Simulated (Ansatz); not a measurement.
Input deck for Ansatz 0.2.0, then the block of the output on the nuclei.

The cell is a computed structure from the Materials Project (it need not be an observed phase), taken as it stands.

```yaml
crystal:
  lattice:
    - [5.570807905, 0.0, 0.0]
    - [-2.7854039525, 4.8244611653, 0.0]
    - [0.0, 0.0, 8.75030671]
  atoms:
    - { symbol: Al, position: [0.165704415, 0.33140883, 0.36578083] }
    - { symbol: Al, position: [0.66859117, 0.834295585, 0.36578083] }
    - { symbol: Al, position: [0.165704415, 0.834295585, 0.36578083] }
    - { symbol: Al, position: [0.834295585, 0.66859117, 0.86578083] }
    - { symbol: Al, position: [0.33140883, 0.165704415, 0.86578083] }
    - { symbol: Al, position: [0.834295585, 0.165704415, 0.86578083] }
    - { symbol: Al, position: [0.6666666667, 0.3333333333, 0.15836617] }
    - { symbol: Al, position: [0.3333333333, 0.6666666667, 0.65836617] }
    - { symbol: Al, position: [0.3333333333, 0.6666666667, 0.04811315] }
    - { symbol: Al, position: [0.6666666667, 0.3333333333, 0.54811315] }
    - { symbol: H, position: [0.0, 0.0, 0.0971055] }
    - { symbol: H, position: [0.0, 0.0, 0.5971055] }
    - { symbol: O, position: [0.0, 0.0, 0.98505469] }
    - { symbol: O, position: [0.0, 0.0, 0.48505469] }
    - { symbol: O, position: [0.51444307, 0.02888614, 0.00108425] }
    - { symbol: O, position: [0.97111386, 0.48555693, 0.00108425] }
    - { symbol: O, position: [0.51444307, 0.48555693, 0.00108425] }
    - { symbol: O, position: [0.48555693, 0.97111386, 0.50108425] }
    - { symbol: O, position: [0.02888614, 0.51444307, 0.50108425] }
    - { symbol: O, position: [0.48555693, 0.51444307, 0.50108425] }
    - { symbol: O, position: [0.834048, 0.165952, 0.26265279] }
    - { symbol: O, position: [0.834048, 0.668096, 0.26265279] }
    - { symbol: O, position: [0.331904, 0.165952, 0.26265279] }
    - { symbol: O, position: [0.165952, 0.834048, 0.76265279] }
    - { symbol: O, position: [0.165952, 0.331904, 0.76265279] }
    - { symbol: O, position: [0.668096, 0.834048, 0.76265279] }
    - { symbol: O, position: [0.3333333333, 0.6666666667, 0.25487111] }
    - { symbol: O, position: [0.6666666667, 0.3333333333, 0.75487111] }
kpoints:
  mp_grid: { grid: [5, 5, 3] }
scf:
  occupations: { method: fermi_dirac, width: 0.02 }
hamiltonian:
  xc: r2scan
  pseudopotentials: { kind: paw }
output:
  forces: true
  stress: true
  populations: true
  efg:
    quadrupole_moments_barn: { Al: 0.1466, H: 0.00285783, O: -0.02558 }
    contact_densities: true
```

```sh
ansatz run input.yaml --threads 1 --pin off --max-ram 2560MiB --backend cpu --events-out ev --progress --plain --runs-dir out
```

Of the output, the block on the nuclei alone is shown; the set-up, the SCF iterations, energies, forces and stress are cut. One atom of each set with nearly equal values is shown.

```
--- PAW observables at the nuclei: V_zz in 10²¹ V/m², potentials from the cell's mean, atoms counted from 1 ---
  atom   1  Al V_zz =    +1.376893   η = 0.7282   by run symmetry: allowed   C_q = +4.8808 MHz
            electrostatic potential = -1230.263405 V   contact ρ = 10060.663844 e/Å³
  atom   7  Al V_zz =    +0.577919   η = 0.0000   by run symmetry: allowed   C_q = +2.0486 MHz
            electrostatic potential = -1230.127756 V   contact ρ = 10060.188016 e/Å³
  atom   9  Al V_zz =    +1.785822   η = 0.0000   by run symmetry: allowed   C_q = +6.3303 MHz
            electrostatic potential = -1229.858463 V   contact ρ = 10062.170197 e/Å³
  atom  11  H  V_zz =    +3.520860   η = 0.0000   by run symmetry: allowed   C_q = +0.2433 MHz
            electrostatic potential = -41.141940 V   contact ρ = 2.725981 e/Å³
  atom  13  O  V_zz =   +10.528843   η = 0.0000   by run symmetry: allowed   C_q = -6.5123 MHz
            electrostatic potential = -623.345223 V   contact ρ = 2148.360035 e/Å³
  atom  15  O  V_zz =    +2.957431   η = 0.0998   by run symmetry: allowed   C_q = -1.8292 MHz
            electrostatic potential = -624.343744 V   contact ρ = 2149.301997 e/Å³
  atom  21  O  V_zz =    -4.652591   η = 0.5103   by run symmetry: allowed   C_q = +2.8777 MHz
            electrostatic potential = -625.363219 V   contact ρ = 2149.084699 e/Å³
  atom  27  O  V_zz =    +2.414517   η = 0.0000   by run symmetry: allowed   C_q = -1.4934 MHz
            electrostatic potential = -623.817921 V   contact ρ = 2148.821247 e/Å³
```

The run took 50 s of wall time (50 s of CPU time) and 1.1 GiB at its peak, on 1 thread of Intel Xeon Platinum 8259CL CPU @ 2.50GHz (Skylake/Cascade Lake) (x86_64; 4 cores open to the job, memory cap 2.5 GiB, no GPU), a shared host with a load of 0.3 a core.

With these PAW files V_zz is typically within 2 to 3 % of all-electron values, but misses above 10 % occur on Al.
